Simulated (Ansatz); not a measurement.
We consider cubic perovskite BaSnO3, described by r²SCAN (Ansatz, a program for electronic structure, plane waves, PAW).

Settings: plane-wave cutoff 560 eV, 8×8×8 k mesh, Fermi–Dirac smearing 0.01 eV, scalar-relativistic PAW data made under PBE.

Response to compression and expansion:

| V (Å³/atom) | P (GPa) | direct gap at Γ (eV) | smallest gap on the k mesh (eV) |
|---|---|---|---|
| 13.256 | 11.34 | 2.853 | 2.403 |
| 13.538 | 7.11 | 2.570 | 2.110 |
| 13.820 | 3.35 | 2.300 | 1.831 |
| 14.102 | -0.01 | 2.041 | 1.564 |
| 14.384 | -2.99 | 1.793 | 1.310 |
| 14.666 | -5.65 | 1.555 | 1.068 |
| 14.948 | -8.01 | 1.327 | 0.836 |

The fundamental gap (1.56 eV at the equilibrium volume, with added k points) lies elsewhere than Γ–Γ.

Measured, for comparison: band gap 2.95 eV (temperature not stated, not corrected to a static lattice, indirect, from the absorption edge of a single crystal; as tabulated in Kim et al. (2012), arXiv:1207.0764).

Spin–orbit coupling is not included.
